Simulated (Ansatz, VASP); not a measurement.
HgTe in VASP and in Ansatz

Contents of INCAR:

```
ALGO = Normal
EDIFF = 1E-6
ENCUT = 520
GGA = PS
ISIF = 2
ISMEAR = -1
LASPH = T
LCHARG = F
LREAL = F
LWAVE = F
NBANDS = 16
NELM = 60
PREC = Accurate
SIGMA = 0.05
```

KPOINTS

```
k-points
0
Gamma
  12 12 12
```

The input POSCAR:

```
HgTe
1.0
    0.0000000000      2.8058133746      2.8058133746
    2.8058133746      0.0000000000      2.8058133746
    2.8058133746      2.8058133746      0.0000000000
Hg Te
1 1
Direct
    0.0000000000      0.0000000000      0.0000000000
    0.2500000000      0.2500000000      0.2500000000
```

Input for Ansatz:

```yaml
crystal:
  lattice:
    - [0.0, 2.8058133746, 2.8058133746]
    - [2.8058133746, 0.0, 2.8058133746]
    - [2.8058133746, 2.8058133746, 0.0]
  atoms:
    - { symbol: Hg, position: [0.0, 0.0, 0.0] }
    - { symbol: Te, position: [0.25, 0.25, 0.25] }
kpoints:
  mp_grid: { grid: [12, 12, 12] }
scf:
  occupations: { method: fermi_dirac, width: 0.05 }
hamiltonian:
  xc: pbesol
  pseudopotentials: { kind: paw }
output:
  forces: true
  stress: true
  eigenvalues: true
  populations: true
  write_density: true
  write_potential: true
  elf: true
  volumetric_format: npy
```

Change from the starting cell: volume scaled by 0.64, PAW files.

Alike in both runs: task single point; functional PBEsol; k mesh 12 × 12 × 12; occupations fermi-dirac, width 0.05 eV; no spin polarisation.

|  | VASP | Ansatz |
| --- | --- | --- |
| version | VASP 6.6.1 | Ansatz 0.2.0 |
| potentials or method | VASP PAW PBE potentials, release 64 (Hg, Te) | PAW with Ansatz's default frozen-core files, scalar-relativistic |
| plane-wave cutoff (eV) | 520 | 420 |
| valence electrons in the cell | 18 | 36 |

```csv
,VASP,Ansatz,Ansatz less VASP
pressure (GPa),59.5,58.6,-0.87
```

The functional is the same, so the differences come from potentials, cutoffs and numerics. The two sets of potentials don't hold the same shells in valence.

Caveats: so large a pressure means that the cell lies far from this level's equilibrium, or that cutoff or potentials fall short (VASP); the potentials were made for another functional, which shifts forces and pressure (VASP); spin-orbit coupling is left out, which moves the levels of the heavy elements.
